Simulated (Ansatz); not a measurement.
**How far is PAW off for Ir?**

```
Ir
1.0
     0.00000    1.86211    1.91970
     1.86211    0.00000    1.91970
     1.86211    1.86211    0.00000
Ir
1
Direct
  0.00000 0.00000 0.00000
```

The cell comes from COD entry 9008470, which wasn't checked; take it as a given geometry. The listed cell was then made from it by scaling, straining or moving an atom.

Spin–orbit coupling is left out, though it moves levels of the heavy atoms by tenths of an eV or more.

Methods: DFT, PBE, PAW with Ansatz's default frozen-core files, scalar-relativistic (Ansatz 0.2.0); DFT, PBE, all-electron PAW with datasets made for the crystal, scalar-relativistic (Ansatz 0.2.0); DFT, PBE, all-electron LAPW, scalar-relativistic (Ansatz 0.2.0).

For PAW: a Γ-centred 15×15×15 k mesh, Fermi–Dirac smearing of 0.05 eV, cutoff 420 eV, no spin polarisation. The crystal-made all-electron datasets (AE datasets) take a cutoff of 320 eV at this cell. LAPW targets a basis error of 0.5 meV/atom. The Ansatz runs share mesh, smearing and spin set-up. Plane-wave (PAW) pressures include the program's estimate of the Pulay term.

Stress and pressure are positive in compression.

The change that made this cell: equal xx and yy strain of -3 %.

Spin–orbit coupling is left out, which moves gradients at and beside heavy atoms by some per cent and at worst by a factor of two.

In a metal, gradients converge slowly with the k mesh: the values move by tens of per cent from one mesh to another, at times in sign, so only the comparison on one mesh counts.

```tsv
quantity	PAW	AE datasets	LAPW
pressure (GPa)	36.96	36.84	36.83
stress xx (GPa)	41.77	41.65	41.64
stress zz (GPa)	27.33	27.21	27.21
field gradient Vzz at Ir (10²¹ V/m²)	2.30	2.27	–
```

PAW's pressure differs from the LAPW value by +0.13 GPa.
